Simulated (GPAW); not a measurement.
Runs of GPAW 26.7.0 on Ca. Symmetry: Im-3m, No. 229, cubic system. Conventional cell: a = 4.480 Å, b = 4.480 Å, c = 4.480 Å, α = 90.00°, β = 90.00°, γ = 90.00°. Ca (site symmetry m-3m) has 8 Ca at 3.88 Å as nearest neighbours. This isn't the form of Ca at room conditions, which is fcc.

| task | level | potentials or basis | cell | smearing | eigensolver | optimizer | fmax | max steps | convergence | gap on the mesh (eV) | pressure (GPa) | relaxed volume (Å³/atom) |
| --- | --- | --- | --- | --- | --- | --- | --- | --- | --- | --- | --- | --- |
| relaxation of cell and atoms | BLYP | PAW data sets generated in the run's folder for this functional, pw | relaxed | fermi-dirac 0.05 eV | davidson | BFGS | 0.02 eV/Å | 60 | density=1e-05 forces=0.0001 | none | 0.0 | 42.27 |
| single point | LDA | the program's PAW data sets (release 1.2.1) made for this functional, pw | as given | gaussian 0.02 eV | - | - | - | - | - | none | -2.4 | - |
| single point | LDA | the program's PAW data sets (release 1.2.1) made for this functional, pw | as given | gaussian 0.05 eV | - | - | - | - | - | none | -2.4 | - |
| relaxation of cell and atoms | BLYP+D3(BJ) | PAW data sets generated in the run's folder for this functional, pw | relaxed | fermi-dirac 0.05 eV | davidson | BFGS | 0.02 eV/Å | 60 | density=1e-05 forces=0.0001 | none | -0.1 | (a) |

Alike in all rows: no spin polarisation; k mesh 8 × 8 × 8; cutoff (eV) 600.

Fill in the values left out.

(a) 37.18.

Caveats: later steps reuse the first step's grids (some runs); the cell was measured hot, at 740 K (some runs); the volume moved by over 15 % at a fixed basis, so the end points are rough (some runs); pairwise dispersion overbinds metals, which lowers pressure and volume (some runs).

A k mesh can miss the band edges.

A gap of «none» marks a metal or a gap under the smearing width.

Not every run made on this cell is shown here.
